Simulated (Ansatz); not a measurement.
Crystal: Au.

```
Au
1.0
     0.00000    2.03500    2.03500
     2.03500    0.00000    2.03500
     2.03500    2.03500    0.00000
Au
1
Direct
  0.00000 0.00000 0.00000
```

Base run:

| Item | Value |
| --- | --- |
| Program | Ansatz 0.2.0 |
| Functional | RPBE |
| Potentials or basis | Ansatz PAW |
| Cutoff | 420 eV (not typed: the program's choice for these potentials) |
| k mesh | 11 × 11 × 11 |
| Occupations | fermi-dirac, width 0.05 eV |
| Spin | no spin polarisation |

Its results: band gap on the k mesh none (metal or under the smearing width); pressure 14.9 GPa.

**Question.** After a change of settings the same cell gave: band gap on the k mesh none (metal or under the smearing width); pressure 1.7 GPa. Which change was it?
A. functional from RPBE to LDA
B. functional from RPBE to PBE; occupations from fermi-dirac, width 0.05 eV to gaussian, width 0.011 eV
C. functional from RPBE to PBEsol
D. functional from RPBE to PBE

**Answer.** C.

PBEsol binds more tightly than RPBE, so the same cell stands under less pressure.

Caveats: spin-orbit coupling is left out, which moves the levels of the heavy elements; the PAW data sets come from PBE, with cores solved anew for the run's functional, which leaves a small shift of forces and pressure.
